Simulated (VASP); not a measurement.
# Ga: restarted molecular dynamics, 2 variants

Ga, Cmce (no. 64), 12 atoms in the cell. PBE, molecular dynamics; PAW potentials Ga (PBE set).

| Restart from | Temperature at the end (K) | The same without a restart (K) | Potential energy at the end (eV/atom) | The same without a restart (eV/atom) | Electronic steps in the first step after the restart | Time (s) |
|---|---|---|---|---|---|---|
| CONTCAR with velocities, WAVECAR read | 679.0 | 679.0 | -2.80823 | -2.80823 | 4 | 214 |
| CONTCAR with velocities, no WAVECAR | 679.0 | 679.0 | -2.80823 | -2.80823 | 14 | 213 |

Limits: 180 fs of 12 atoms are too short for converged averages; the cell is only 3.9 Å across, so each atom moves in step with near copies of itself.

## Input of the first row

INCAR.step1:
```
GGA = PE
PREC = Normal
ENCUT = 200
EDIFF = 1E-6
NELMIN = 4
NELM = 60
ALGO = Fast
LREAL = Auto
LASPH = T
ISMEAR = -1
SIGMA = 0.05
ISYM = 0
LWAVE = T
LCHARG = F
IBRION = 0
NSW = 30
POTIM = 3.0
TEBEG = 1000
ISIF = 2
RANDOM_SEED = 769897 0 0
MDALGO = 4
NHC_NCHAINS = 3
NHC_PERIOD = 30
KPAR = 2
```

INCAR.step2, as INCAR.step1 but for:
```
- LWAVE = T
+ LWAVE = F
```

KPOINTS:
```
k-points
0
Gamma
  3 3 1
```

POSCAR.step1:
```
Ga
1.0
    2.2615000000     -3.8305000000      0.0000000000
    2.2615000000      3.8305000000      0.0000000000
    0.0000000000      0.0000000000     13.5720000000
Ga
12
Direct
    0.3451000000      0.6549000000      0.1396666667
    0.3451000000      0.6549000000      0.4730000000
    0.3451000000      0.6549000000      0.8063333333
    0.1549000000      0.8451000000      0.3063333333
    0.1549000000      0.8451000000      0.6396666667
    0.1549000000      0.8451000000      0.9730000000
    0.6549000000      0.3451000000      0.1936666667
    0.6549000000      0.3451000000      0.5270000000
    0.6549000000      0.3451000000      0.8603333333
    0.8451000000      0.1549000000      0.0270000000
    0.8451000000      0.1549000000      0.3603333333
    0.8451000000      0.1549000000      0.6936666667
```

Commands (each step's output is kept before the next begins):
```
cat potpaw_PBE.64/Ga/POTCAR > POTCAR
cp INCAR.step1 INCAR
cp POSCAR.step1 POSCAR
mpirun -np 2 vasp_std > vasp.out
cp CONTCAR POSCAR
cp INCAR.step2 INCAR
mpirun -np 2 vasp_std > vasp.out
```

Changes of the last row against the first:
```
(step 1)
- LWAVE = True
+ LWAVE = False
```

VASP 6.6.1 took 214 s on 2 cores (Intel Xeon Platinum 8488C (Sapphire Rapids)), a shared host.
